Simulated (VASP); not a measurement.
**VASP 6.6.1 run: PbS**

INCAR

```
ISIF = 2
PREC = Accurate
NBANDS = 17
LREAL = .FALSE.
NELM = 120
IBRION = -1
LASPH = .TRUE.
ENCUT = 520
SIGMA = 0.02
LCHARG = .FALSE.
LWAVE = .FALSE.
EDIFF = 0.0001
ISMEAR = -1
NSW = 0
GGA = PE
```

KPOINTS

```
KPOINTS created by Atomic Simulation Environment
0
Gamma
8 8 8
0 0 0
```

POSCAR

```
Pb S
 1.0000000000000000
     0.0000000000000000    3.1067219831999999    2.9575150054999999
     3.1067219831999999    0.0000000000000000    2.9575150054999999
     3.1067219831999999    3.1067219831999999    0.0000000000000000
 Pb  S
   1   1
Cartesian
  0.0000000000000000  0.0000000000000000  0.0000000000000000
  3.1067219831999999  3.1067219831999999  2.9575150054999995
```

The recommended PBE PAW datasets give the neutral cell 20 valence electrons.

Command

```
mpirun -np 1 vasp_std
```

OSZICAR

```
N       E                     dE             d eps       ncg     rms          rms(c)
DAV:   1     0.160799075619E+03    0.16080E+03   -0.95808E+03  2006   0.121E+03
DAV:   2     0.389086176705E+01   -0.15691E+03   -0.15092E+03  2140   0.311E+02
DAV:   3    -0.895765856737E+01   -0.12849E+02   -0.12728E+02  2652   0.943E+01
DAV:   4    -0.928449404346E+01   -0.32684E+00   -0.32653E+00  2616   0.167E+01
DAV:   5    -0.929624744517E+01   -0.11753E-01   -0.11752E-01  2939   0.304E+00    0.416E+00
DAV:   6    -0.871571301896E+01    0.58053E+00   -0.17510E+00  3081   0.812E+00    0.289E+00
DAV:   7    -0.871837769063E+01   -0.26647E-02   -0.15426E-01  2435   0.191E+00    0.176E+00
DAV:   8    -0.872230270260E+01   -0.39250E-02   -0.20985E-02  2407   0.145E+00    0.435E-01
DAV:   9    -0.872140589850E+01    0.89680E-03   -0.47479E-03  3124   0.530E-01    0.121E-01
DAV:  10    -0.872170614596E+01   -0.30025E-03   -0.50937E-04  2317   0.125E-01    0.102E-01
DAV:  11    -0.872170472786E+01    0.14181E-05   -0.59387E-05  2121   0.844E-02
   1 F= -.87217047E+01 E0= -.87217047E+01  d E =-.333022E-08
```

From OUTCAR

```
k-points           NKPTS =     59   k-points in BZ     NKDIM =     59   number of bands    NBANDS=     17

   NELECT =      20.0000    total number of electrons

   dimension x,y,z NGX =    32 NGY =   32 NGZ =   36
   dimension x,y,z NGXF=    64 NGYF=   64 NGZF=   72

  energy-cutoff  :      520.00
  volume of cell :       57.09
      direct lattice vectors                 reciprocal lattice vectors
     0.000000000  3.106721983  2.957515005    -0.160941340  0.160941340  0.169060850
     3.106721983  0.000000000  2.957515005     0.160941340 -0.160941340  0.169060850
     3.106721983  3.106721983  0.000000000     0.160941340  0.160941340 -0.169060850

 k-points in reciprocal lattice and weights: KPOINTS created by Atomic Simulation Env
   0.00000000  0.00000000  0.00000000       0.002
   0.12500000  0.00000000  0.00000000       0.016
   0.25000000  0.00000000  0.00000000       0.016
   0.37500000  0.00000000  0.00000000       0.016
   0.50000000  0.00000000  0.00000000       0.008
   0.12500000  0.12500000  0.00000000       0.004
   0.25000000  0.12500000  0.00000000       0.016
   0.37500000  0.12500000  0.00000000       0.016
   ...

 E-fermi :   4.9584

 k-point     1 :       0.0000    0.0000    0.0000
  band No.  band energies     occupation
      1     -12.0278      2.00000
      2     -12.0161      2.00000
      3     -12.0079      2.00000
      4     -12.0079      2.00000
      5     -11.9816      2.00000
      6      -8.1488      2.00000
      7      -1.4848      2.00000
      8       2.6745      2.00000
      9       3.0704      2.00000
     10       3.0704      2.00000
     11       9.3078      0.00000
     12       9.3078      0.00000
     13      10.3578      0.00000
     14      11.5519      0.00000
     15      11.5519      0.00000
     16      11.8412      0.00000
     17      13.0111      0.00000

 k-point     2 :       0.1250    0.0000    0.0000
  band No.  band energies     occupation
      1     -12.0264      2.00000
      2     -12.0176      2.00000
      3     -12.0059      2.00000
      4     -12.0036      2.00000
      5     -11.9833      2.00000
      6      -8.0344      2.00000
      7      -1.8198      2.00000
      8       2.8148      2.00000
      9       3.0850      2.00000
     10       3.2256      2.00000
     11       8.3925      0.00000
     12       8.7110      0.00000
     13       9.5188      0.00000
     14      11.5361      0.00000
     15      11.9120      0.00000
     16      12.0549      0.00000
     17      14.0023      0.00000

 k-point     3 :       0.2500    0.0000    0.0000
  band No.  band energies     occupation
      1     -12.0242      2.00000
      2     -12.0232      2.00000
      3     -12.0029      2.00000
      4     -11.9911      2.00000
      5     -11.9848      2.00000
      6      -7.7204      2.00000
      7      -2.5797      2.00000
      8       3.0256      2.00000
      9       3.1320      2.00000
     10       3.6814      2.00000
     11       6.9822      0.00000
     12       7.7206      0.00000
     13       8.2947      0.00000
     14      11.6665      0.00000
     15      12.7816      0.00000
     16      12.8117      0.00000
     17      15.8126      0.00000

 ...

  Total       -1.3048987     -1.3048987      0.3096418      0.0000000     -0.0000000      0.0000000
  in kB      -36.6206148    -36.6206148      8.6897736      0.0000000     -0.0000000      0.0000000
  external PRESSURE =     -21.5171520 kB  Pullay stress =       0.0000000 kB

 POSITION                                       TOTAL-FORCE (eV/Angst)
 -----------------------------------------------------------------------------------
      0.00000      0.00000      0.00000         0.000000     -0.000000      0.000000
      3.10672      3.10672      2.95752         0.000000      0.000000      0.000000
 -----------------------------------------------------------------------------------
    total drift:                                0.000000     -0.000000     -0.000000

  FREE ENERGIE OF THE ION-ELECTRON SYSTEM (eV)
  ---------------------------------------------------
  free  energy   TOTEN  =        -8.7217047279 eV

  energy  without entropy=       -8.7217047245  energy(sigma->0) =       -8.72170473
```

It converged. Results: gap between bands v and c on the k mesh 0.60 eV; least direct gap on the k mesh 0.60 eV; pressure -2.2 GPa. Band v is the last that the valence electrons fill when counted band by band, and c is the next.

For comparison, a separate PBE run of the intended cell, on usual settings and not on those above, gives a gap of 0.60 eV on its mesh and a pressure of -2.2 GPa.

The run above took about 32 s on one core of a shared host (Intel Xeon Platinum 8488C) and held 0.21 GiB at most.
